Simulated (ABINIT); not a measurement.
The system is V.

```
CELL_PARAMETERS angstrom
-1.51435 1.51435 1.51435
1.51435 -1.51435 1.51435
1.51435 1.51435 -1.51435
ATOMIC_POSITIONS crystal
V 0.00000 0.00000 0.00000
```

Base run:

```yaml
Program: ABINIT 10.8.3 (patched build)
Functional: WC
Potentials_or_basis: JTH PAW PBE v2.0
Cutoff: 408 eV
k_mesh: 12 × 12 × 12
Occupations: fermi-dirac, width 0.05 eV
Spin: collinear spin, ferromagnetic start
Starting_moments: "[2.0] μB"
```

Its results: band gap on the k mesh none (metal or under the smearing width); pressure -10.8 GPa; net moment 0.00 μB per cell.

Q: After a change of settings the same cell gave: band gap on the k mesh none (metal or under the smearing width); pressure -0.8 GPa; net moment 0.00 μB per cell. Which change was it?
A. functional from WC to LDA-PZ; potentials or basis from JTH PAW PBE v2.0 to JTH PAW LDA v2.0
B. functional from WC to PBE
C. functional from WC to RPBE
D. functional from WC to PBEsol; k mesh from 12 × 12 × 12 to 7 × 7 × 7

A: C.

RPBE binds less tightly than WC, so the same cell stands under more pressure.

Caveats: the PAW data sets were made with another functional, which shifts forces and pressure a little.
